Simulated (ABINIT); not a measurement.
Input of an ABINIT 10.8.3 (patched build) run:

File run.abi:

```
ndtset 7
getwfk -1
scalecart1 3*0.9795861087
scalecart2 3*0.9864848297
scalecart3 3*0.9932883884
scalecart4 3*1.0000000000
scalecart5 3*1.0066227096
scalecart6 3*1.0131594038
scalecart7 3*1.0196128224

pp_dirpath "./"
pseudos "C.GGA_PBE-JTH.xml"

acell 2.5220660407 2.5220660407 2.5220660407 Angstrom
rprim
     0.0000000000     0.7071067812     0.7071067812
     0.7071067812     0.0000000000     0.7071067812
     0.7071067812     0.7071067812     0.0000000000
ntypat 1
znucl 6
natom 2
typat 1 1
xred
     0.7500000000     0.7500000000     0.7500000000
     0.5000000000     0.5000000000     0.5000000000

ecut 544.227725 eV
pawecutdg 40.0

kptopt 1
ngkpt 13 13 13
nshiftk 1
shiftk 0.0 0.0 0.0

ixc -150130

nband 8
occopt 3
tsmear 0.05 eV

nstep 100
tolvrs 1.0e-9

iomode 3
prtwf 1
prtden 0
prteig 0
prtebands 0
```

Potentials or basis: JTH PAW PBE v2.0.

The run is started by

```bash
$ abinit run.abi > log 2>&1
```

Q: Estimate the bulk modulus.

A: 457 GPa.

Q: Estimate the equilibrium volume.

A: 5.59 Å³/atom.

Q: Estimate the pressure derivative of the bulk modulus.

A: 3.5 (rough: it moves with the points fitted).

Energy against volume, from the lowest point:
```
volume (Å³/atom)  energy (meV/atom)
           5.332              17.79
           5.445               5.36
           5.558               0.00
           5.672               1.94
           5.785               9.60
           5.899              22.74
           6.012              41.40
```

Caveat: pressures at fixed basis lie under the slope of the energies; the PAW data sets were made with another functional, which shifts forces and pressure a little; the atomic spheres overlap.

**Experimental background.**

“Equation of state of cubic boron nitride at high pressures and temperatures”, 2007, arxiv:cond-mat/0702656 quotes, for a bulk crystal of C: bulk modulus 444.8 ± 0.8 GPa.

A measured bulk modulus of C is 444.8 GPa (quoted in “Equation of state of cubic boron nitride at high pressures and temperatures”, 2007, arxiv:cond-mat/0702656); the calculated 457 GPa misses it by +2.7 %. 3 values of this kind are on record (442 to 444.8 GPa); this one was drawn at random among those near their median, those with a stated uncertainty first. The fit is for a static lattice scaled at fixed shape and fixed fractional positions. The cell as given is a measured one (5.67 Å³/atom); SOGGA puts the equilibrium volume -1.5 % from it, thermal expansion not counted.
